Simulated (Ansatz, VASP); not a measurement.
# One calculation of MgO, two programs

```
Mg O
1.0
     0.00000    2.11721    2.11721
     2.11721    0.00000    2.11721
     2.11721    2.11721    0.00000
Mg O
1 1
Direct
  0.00000 0.00000 0.00000
  0.50000 0.50000 0.50000
```

Change from the starting cell: volume scaled by 0.975, PAW files.

Alike in both runs: task electric field gradients; functional PBE; k mesh 10 × 10 × 10; occupations fermi-dirac, width 0.01 eV; no spin polarisation.

|  | VASP | Ansatz |
| --- | --- | --- |
| version | VASP 6.6.1 | Ansatz 0.2.0 |
| potentials or method | VASP PAW PBE potentials, release 64 (Mg, O) | PAW with Ansatz's default frozen-core files, scalar-relativistic |
| plane-wave cutoff (eV) | 520 | 420 |
| valence electrons in the cell | 8 | 16 |

Ansatz gave:

- gap on the k mesh at the Fermi level (eV): 4.59
- pressure (GPa): 2.1
- Vzz of the field gradient on the site that differs most (V/Å²): 0.0

Problem. Estimate VASP's values.

Solution. gap on the k mesh at the Fermi level (eV): 4.57; pressure (GPa): 1.4; Vzz of the field gradient on the site that differs most (V/Å²): 0.0.

The two sets of potentials don't hold the same shells in valence.
